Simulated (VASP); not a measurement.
Set up this calculation in VASP 6.6.1, as the native input.

- Task: band structure
- Functional: r2SCAN
- Potentials or basis: VASP PAW PBE potentials, release 64 (Cd, S)
- Cutoff: 450 eV
- k mesh: 10 × 10 × 6
- Occupations: gaussian, width 0.02 eV
- Spin: no spin polarisation
- Further INCAR settings: ALGO = Normal; EDIFF = 1e-06

The structure of CdS lies in POSCAR:

```
CdS                                     
1.0
    4.1688897967      0.0000000000      0.0000000000
   -2.0844448484      3.6103644707      0.0000000000
    0.0000000000      0.0000000000      6.7801618396
  Cd              S             
     2     2
Direct
     0.6666666699999979    0.3333333300000021    0.5001861622150443
     0.3333333300000021    0.6666666699999979    0.0001861622150443
     0.6666666699999979    0.3333333300000021    0.8768138377849510
     0.3333333300000021    0.6666666699999979    0.3768138377849510
```

The cell is a database's computed one.

One way to write it, as run:

INCAR

```
SYSTEM = CdS
PREC = Accurate
ENCUT = 450
EDIFF = 1E-6
ISMEAR = 0
SIGMA = 0.02
LREAL = .False.
LASPH = .True.
NELM = 120
ALGO = Normal
ISIF = 2
LWAVE = .False.
LCHARG = .False.
METAGGA = R2SCAN
LMIXTAU = .True.
KPAR = 4
```

KPOINTS

```
regular mesh
0
Gamma
  10 10 6
  0 0 0
```

KPOINTS_OPT

```
path GMKGALHA,LM,KH
15
line-mode
reciprocal
 0.0000000000  0.0000000000  0.0000000000  G
 0.5000000000  0.0000000000  0.0000000000  M

 0.5000000000  0.0000000000  0.0000000000  M
 0.3333333333  0.3333333333  0.0000000000  K

 0.3333333333  0.3333333333  0.0000000000  K
 0.0000000000  0.0000000000  0.0000000000  G

 0.0000000000  0.0000000000  0.0000000000  G
 0.0000000000  0.0000000000  0.5000000000  A

 0.0000000000  0.0000000000  0.5000000000  A
 0.5000000000  0.0000000000  0.5000000000  L

 0.5000000000  0.0000000000  0.5000000000  L
 0.3333333333  0.3333333333  0.5000000000  H

 0.3333333333  0.3333333333  0.5000000000  H
 0.0000000000  0.0000000000  0.5000000000  A

 0.5000000000  0.0000000000  0.5000000000  L
 0.5000000000  0.0000000000  0.0000000000  M

 0.3333333333  0.3333333333  0.0000000000  K
 0.3333333333  0.3333333333  0.5000000000  H
```

Potentials or basis: VASP PAW PBE potentials, release 64 (Cd, S).

Launch:

```console
$ cat potpaw_PBE.64/Cd/POTCAR potpaw_PBE.64/S/POTCAR > POTCAR
$ mpirun -np 4 vasp_std > vasp.out
```

Results of the run:

| Item | Value |
| --- | --- |
| Pressure | -0.1 GPa |
| Band gap on the k mesh | 1.61 eV, direct |
| Band gap along the path | 1.61 eV, direct |

Caveat: the PAW data sets were made with another functional, which shifts forces and pressure a little.

Run time: 3 min on 4 MPI ranks on AMD EPYC 9R45 96-Core Processor (Zen 5), on a shared host, peak memory 0.28 GiB a rank.
